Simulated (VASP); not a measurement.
# Hf (Im-3m) in VASP: notebook

The runs below take Hf through relaxation of cell and atoms, with LDA.

Everything below comes from runs of VASP 6.6.1. Logs are shortened: lines on timing, memory, paths and dates and some standing lists are left out, and cuts for length are marked.

### 1 The structure

The structure is cubic, space group Im-3m (No. 229). The conventional cell has a = 3.230 Å, b = 3.230 Å, c = 3.230 Å, α = 90.00°, β = 90.00°, γ = 90.00°. Hf (site symmetry m-3m) is surrounded by 8 Hf at 2.80 Å.

This isn't the form of Hf at room conditions, which is hcp.

### 2 Relaxation of cell and atoms, LDA, target pressure 12 GPa, at which the enthalpy is minimised

INCAR

```
  ALGO = Normal
  EDIFF = 1E-7
  EDIFFG = -0.002
  ENCUT = 520
  GGA = CA
  IBRION = 2
  ISIF = 3
  ISMEAR = 0
  LASPH = True
  LCHARG = False
  LREAL = False
  LWAVE = False
  NELM = 80
  NSW = 80
  PREC = Accurate
  PSTRESS = 120.0
  SIGMA = 0.1
```

KPOINTS

```
k-points
0
Gamma
  16 16 16
```

POSCAR

```
Hf                                      
1.0
   -1.6147832552      1.6147832552      1.6147832552
    1.6147832552     -1.6147832552      1.6147832552
    1.6147832552      1.6147832552     -1.6147832552
  Hf            
     1
Direct
     0.0000000000000000    0.0000000000000000    0.0000000000000000
```

Potentials or basis: VASP PAW LDA potentials, release 64 (Hf_pv).

Run with:

```console
$ cat potpaw_LDA.64/Hf_pv/POTCAR > POTCAR
$ mpirun -np 1 vasp_std > vasp.out
```

OUTCAR:

```text
EDIFF = 1E-7
   EDIFFG = -0.002
   ENCUT = 520
   GGA = CA
   IBRION = 2
   ISIF = 3
   ISMEAR = 0
   LASPH = True
   LREAL = False
   NELM = 80
   NSW = 80
   PREC = Accurate
   PSTRESS = 120.0

 ion  position               nearest neighbor table
   1  0.000  0.000  0.000-

  LATTYP: Found a body centered cubic cell.
 ALAT       =     3.2295665104

  Lattice vectors:

 A1 = (  -1.6147832552,   1.6147832552,   1.6147832552)
 A2 = (   1.6147832552,  -1.6147832552,   1.6147832552)
 A3 = (   1.6147832552,   1.6147832552,  -1.6147832552)

Analysis of symmetry for initial positions (statically):
=====================================================================
 Subroutine PRICEL returns:
 Original cell was already a primitive cell.

 Routine SETGRP: Setting up the symmetry group for a
 body centered cubic supercell.

 Subroutine GETGRP returns: Found 48 space group operations
 (whereof 48 operations were pure point group operations)
 out of a pool of 48 trial point group operations.

The static configuration has the point symmetry O_h .

Analysis of symmetry for dynamics (positions and initial velocities):
=====================================================================
 Subroutine PRICEL returns:
 Original cell was already a primitive cell.

 Routine SETGRP: Setting up the symmetry group for a
 body centered cubic supercell.

 Subroutine GETGRP returns: Found 48 space group operations
 (whereof 48 operations were pure point group operations)
 out of a pool of 48 trial point group operations.

The dynamic configuration has the point symmetry O_h .

 Subroutine INISYM returns: Found 48 space group operations
 (whereof 48 operations are pure point group operations),
 and found     1 'primitive' translations

----------------------------------------------------------------------------------------

                                     Primitive cell

  volume of cell :      16.8424

  direct lattice vectors                    reciprocal lattice vectors
    -1.614783255  1.614783255  1.614783255     0.000000000  0.309639079  0.309639079
     1.614783255 -1.614783255  1.614783255     0.309639079  0.000000000  0.309639079
     1.614783255  1.614783255 -1.614783255     0.309639079  0.309639079  0.000000000

  length of vectors
     2.796886641  2.796886641  2.796886641     0.437895785  0.437895785  0.437895785

  position of ions in fractional coordinates (direct lattice)
     0.000000000  0.000000000  0.000000000

[... 98 lines left out ...]
  Thomas-Fermi vector in A             =   2.501252
   LORBIT       =      0    0 simple, 1 ext, 2 COOP (PROOUT), +10 PAW based schemes
   GGA     = CA    functional components
   LHFCALC =     F    Hartree Fock is set to
   AEXX    =    0.0000 exact exchange contribution
   IVDW    =     0    specifies the selected vdW correction
   LEPSILON=     F    determine dielectric tensor
   LRPA    =     F    only Hartree local field effects (RPA)
 conjugate gradient relaxation of ions
 non-spin polarized calculation
 Gauss-broadening in eV      SIGMA  =   0.10
  energy-cutoff  :      520.00
  volume of cell :       16.84
 maximum number of plane-waves:       466
 NGX is ok and might be reduce to    24
   NGX = 11   NGY = 11   NGZ = 11

--------------------------------------- Ionic step        1  -------------------------------------------

 number of electron      10.0000000 magnetization

 number of electron       9.9999999 magnetization

 Free energy of the ion-electron system (eV)
  ---------------------------------------------------
  ext. energy  EPLUGINS =         0.00000000
  ---------------------------------------------------
  free energy    TOTEN  =       -10.25857626 eV

  energy without entropy =      -10.25283670  energy(sigma->0) =      -10.25570648

------------------------ aborting loop because EDIFF is reached ----------------------------------------

  FORCE on cell =-STRESS in cart. coord.  units (eV):
  Direction    XX          YY          ZZ          XY          YZ          ZX
  --------------------------------------------------------------------------------------
  -------------------------------------------------------------------------------------
  Total        3.1537614      3.1537614      3.1537614     -0.0000000     -0.0000000      0.0000000
  in kB      300.0106770    300.0106770    300.0106770     -0.0000000     -0.0000000      0.0000000
  external PRESSURE =     180.0106770 kB  Pullay stress =     120.0000000 kB
[... 96 lines left out ...]
  energy  without entropy=      -10.4886923214  energy(sigma->0) =      -10.49255459

  enthalpy is  TOTEN    =        -9.0926729599 eV   P V=        1.4037439074

[... ionic steps 4 to 13 ...]

--------------------------------------- Ionic step       14  -------------------------------------------

 number of electron       9.9999999 magnetization

------------------------ aborting loop because EDIFF is reached ----------------------------------------
[... 69 lines left out ...]
--------------------------------------- Ionic step       16  -------------------------------------------

 number of electron       9.9999999 magnetization

 Free energy of the ion-electron system (eV)
  ---------------------------------------------------
  ext. energy  EPLUGINS =         0.00000000
  ---------------------------------------------------
  free energy    TOTEN  =       -10.49023013 eV

  energy without entropy =      -10.48257858  energy(sigma->0) =      -10.48640436

 E-fermi :   5.7620     XC(G=0): -12.3186

 val. band max:        5.7504831556   @ k =  -0.1875   0.3125   0.0625
 cond. band min:       5.7802820177   @ k =   0.1875   0.1250  -0.0000
 fundamental gap:      0.0297988621
 Fermi energy:         5.7619667068

 k-point     1 :       0.0000    0.0000    0.0000
  band No.  band energies     occupation
      1     -23.1970      2.00000
      2     -23.1970      2.00000
      3     -23.1970      2.00000
      4      -1.7315      2.00000
      5       7.3309      0.00000
      6       7.3309      0.00000
      7       7.3309      0.00000
      8      10.6874      0.00000
      9      10.6874      0.00000
[... 265 lines left out ...]
 k-point    24 :       0.2500    0.1875    0.0000
  band No.  band energies     occupation
      1     -24.3798      2.00000
      2     -23.6842      2.00000
      3     -23.3285      2.00000
      4       2.5564      2.00000
      5       5.0790      2.00000
      6       5.8019      0.57211
      7      10.0029      0.00000
      8      11.7231      0.00000
      9      13.6097      0.00000

 [... further k-points ...]
[... 5 lines left out ...]
  --------------------------------------------------------------------------------------
  -------------------------------------------------------------------------------------
  Total        1.3985864      1.3985864      1.3985864     -0.0000000     -0.0000000     -0.0000000
  in kB      120.1040069    120.1040069    120.1040069     -0.0000000     -0.0000000     -0.0000000
  external PRESSURE =       0.1040069 kB  Pullay stress =     120.0000000 kB
[... 20 lines left out ...]
  energy  without entropy=      -10.4825785820  energy(sigma->0) =      -10.48640436

  enthalpy is  TOTEN    =        -9.0928548467 eV   P V=        1.3973752881

 reached required accuracy - stopping structural energy minimisation
```

OSZICAR:

```text
N       E                     dE             d eps       ncg     rms          rms(c)
DAV:   1     0.673195258677E+01    0.67320E+01   -0.60698E+03  2650   0.107E+03
DAV:   2    -0.102701119144E+02   -0.17002E+02   -0.16422E+02  4118   0.135E+02
DAV:   3    -0.104910467550E+02   -0.22093E+00   -0.21957E+00  2956   0.112E+01
[... 94 lines left out ...]
       N       E                     dE             d eps       ncg     rms          rms(c)
DAV:   1    -0.104902541046E+02   -0.10452E-02   -0.61412E-04  2610   0.234E-01    0.472E-02
DAV:   2    -0.104902357114E+02    0.18393E-04   -0.24002E-05  2639   0.482E-02    0.180E-02
DAV:   3    -0.104902301571E+02    0.55543E-05   -0.16875E-05  2653   0.360E-02    0.100E-02
DAV:   4    -0.104902301347E+02    0.22338E-07   -0.15805E-07  2504   0.407E-03
  16 F= -.90928548E+01 E0= -.90890291E+01  d E =-.190819E-04
```

CONTCAR:

```text
Hf
   1.00000000000000
    -1.6708115465639948    1.6708115465639948    1.6708115465639948
     1.6708115465639948   -1.6708115465639948    1.6708115465639948
     1.6708115465639948    1.6708115465639948   -1.6708115465639948
  Hf
     1
Direct
     1.0000000000000000    1.0000000000000000    1.0000000000000000

  0.00000000E+00  0.00000000E+00  0.00000000E+00
```

Run time: 38 s. Hardware: 1 thread of Intel Xeon 6975P-C (Granite Rapids), shared host; peak memory 0.16 GiB.

What came out:

```
Free energy                                            : -10.4902 eV
Relaxed volume                                         : 18.66 Å³/atom
Relaxed cell                                           : a = 2.894 Å, b = 2.894 Å, c = 2.894 Å, α = 109.47°, β = 109.47°, γ = 109.47°
Space group after relaxing (to 0.05 Å)                 : Im-3m (No. 229)
Energy change on relaxing (the enthalpy is what falls) : -231.7 meV/atom
Ionic steps                                            : 16
Pressure after relaxing                                : 12.0 GPa
Band gap on the k mesh                                 : none (metal or under the smearing width)
```

Step by step:
```tsv
step	energy change (eV)	largest force (eV/Å)	pressure (GPa)	volume (Å³)
1	0.0000	0.0000	30.00	16.84
2	-0.2605	0.0000	-7.03	21.89
3	-0.2378	0.0000	11.32	18.74
4	-0.2321	0.0000	11.96	18.66
5	-0.2293	0.0000	12.26	18.63
6	-0.2293	0.0000	12.25	18.63
7	-0.2296	0.0000	12.23	18.63
8	-0.2296	0.0000	12.22	18.63
9	-0.2296	0.0000	12.22	18.63
10	-0.2296	0.0000	12.23	18.63
11	-0.2297	0.0000	12.23	18.63
12	-0.2297	0.0000	12.23	18.63
13	-0.2299	0.0000	12.20	18.63
14	-0.2301	0.0000	12.17	18.64
15	-0.2306	0.0000	12.12	18.64
16	-0.2317	0.0000	12.01	18.66
```

Final structure:
```
Hf
1.0
    -1.67081    1.67081    1.67081
     1.67081   -1.67081    1.67081
     1.67081    1.67081   -1.67081
Hf
1
Direct
  0.00000 0.00000 0.00000
```

Levels at points of the mesh, in eV from the Fermi level:
```tsv
k point	band 3	band 4	band 5	band 6	band 7	band 8
(0.00, 0.00, 0.00)	-28.96	-7.49	1.57	1.57	1.57	4.93
(0.50, 0.00, 0.00)	-28.97	-3.97	-0.92	2.12	4.87	6.06
(0.50, 0.50, 0.50)	-29.98	-3.45	-3.45	8.19	8.19	8.19
```

Caveat: the cell is relaxed towards a set pressure, so the enthalpy falls and the energy may rise. The run has no spin-orbit coupling, so splittings on Hf are missing.

### 3 Relaxation of cell and atoms, LDA, target pressure 12 GPa, at which the enthalpy is minimised

This run uses another cell than the first one, of 18.66 Å³/atom, 1.108 times its volume.

INCAR is that of step 2.

KPOINTS is that of step 2.

POSCAR

```
Hf                                      
1.0
   -1.6708115466      1.6708115466      1.6708115466
    1.6708115466     -1.6708115466      1.6708115466
    1.6708115466      1.6708115466     -1.6708115466
  Hf            
     1
Direct
     1.0000000000000000    1.0000000000000000    1.0000000000000000
```

Potentials or basis: VASP PAW LDA potentials, release 64 (Hf_pv).

Run with:

```console
$ cat potpaw_LDA.64/Hf_pv/POTCAR > POTCAR
$ mpirun -np 1 vasp_std > vasp.out
```

Wall time 6.7 s (1 thread of Intel Xeon 6975P-C (Granite Rapids), shared host); peak memory 0.15 GiB.

Results (log left out):

```
Free energy             : -10.4907 eV
Pressure after relaxing : 12.0 GPa
Band gap on the k mesh  : none (metal or under the smearing width)
```

Final structure:
```xyz
1
Lattice="-1.6708 1.6708 1.6708 1.6708 -1.6708 1.6708 1.6708 1.6708 -1.6708" Properties=species:S:1:pos:R:3 pbc="T T T"
Hf    0.0000    0.0000    0.0000
```

Levels at points of the mesh, in eV from the Fermi level:
```csv
k point,band 2,band 3,band 4,band 5,band 6,band 7,band 8,band 9
"(0.00, 0.00, 0.00)",-28.96,-28.96,-7.49,1.57,1.57,1.57,4.93,4.93
"(0.50, 0.00, 0.00)",-29.43,-28.97,-3.97,-0.92,2.12,4.87,6.06,9.30
"(0.50, 0.50, 0.50)",-29.98,-29.98,-3.45,-3.45,8.19,8.19,8.19,8.97
```

Caveat: the relaxation stopped at its first step, so nothing moved; the cell is relaxed towards a set pressure, so the enthalpy falls and the energy may rise. Spin-orbit coupling is left out, which matters for the levels of Hf.
